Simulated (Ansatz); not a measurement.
Wanted: the native input for an Ansatz 0.2.0 run.

- Task: relaxation of cell and atoms
- Functional: PBEsol
- Potentials or basis: Ansatz PAW
- Cutoff: 420 eV (not typed: the program's choice for these potentials)
- k mesh: 10 × 10 × 10
- Occupations: fermi-dirac, width 0.05 eV
- Spin: no spin polarisation
- Target pressure: 20 GPa
- Target pressure (GPa): 20

Crystal: ZrC.

```
Zr C
1.0
     0.00000    2.36500    2.36500
     2.36500    0.00000    2.36500
     2.36500    2.36500    0.00000
Zr C
1 1
Direct
  0.50000 0.50000 0.50000
  0.00000 0.00000 0.00000
```

These files were run (other wordings do the same):

input.yaml

```yaml
crystal:
  lattice:
    - [0.0, 2.365, 2.365]
    - [2.365, 0.0, 2.365]
    - [2.365, 2.365, 0.0]
  atoms:
    - { symbol: Zr, position: [0.5, 0.5, 0.5] }
    - { symbol: C, position: [0.0, 0.0, 0.0] }
hamiltonian:
  xc: pbesol
  pseudopotentials: { kind: paw }
kpoints:
  mp_grid: { grid: [10, 10, 10] }
scf:
  occupations: { method: fermi_dirac, width: 0.05 }
output:
  forces: true
  stress: true
  eigenvalues: true
relax:
  f_tol: 0.01
  max_steps: 40
  cell: { stress_tol: 0.05, p_target: 20.0 }
```

Potentials or basis: Ansatz PAW.

Run with:

```bash
$ ansatz run input.yaml --threads 2 --pin off --max-ram 5632MiB --backend cpu --events-out ev --progress --plain --runs-dir out
```

Results of the run:

| Quantity | Value |
| --- | --- |
| Relaxed volume | 11.82 Å³/atom |
| Relaxed cell | a = 3.222 Å, b = 3.222 Å, c = 3.222 Å, α = 60.00°, β = 60.00°, γ = 60.00° |
| Space group after relaxing (to 0.05 Å) | Fm-3m (No. 225) |
| Energy change on relaxing (the enthalpy is what falls) | +38.8 meV/atom |
| Ionic steps | 8 |
| Pressure after relaxing | 20.0 GPa |
| Band gap on the k mesh | none (metal or under the smearing width) |

Caveat: the plane-wave basis is chosen anew once the cell has moved, so the energies of steps on either side of that aren't comparable; the PAW data sets come from PBE, with cores solved anew for the run's functional, which leaves a small shift of forces and pressure.

It took 4.2 s on 2 threads of Intel(R) Xeon(R) Platinum 8488C (Sapphire Rapids), with other jobs on the host, peak memory 0.38 GiB.
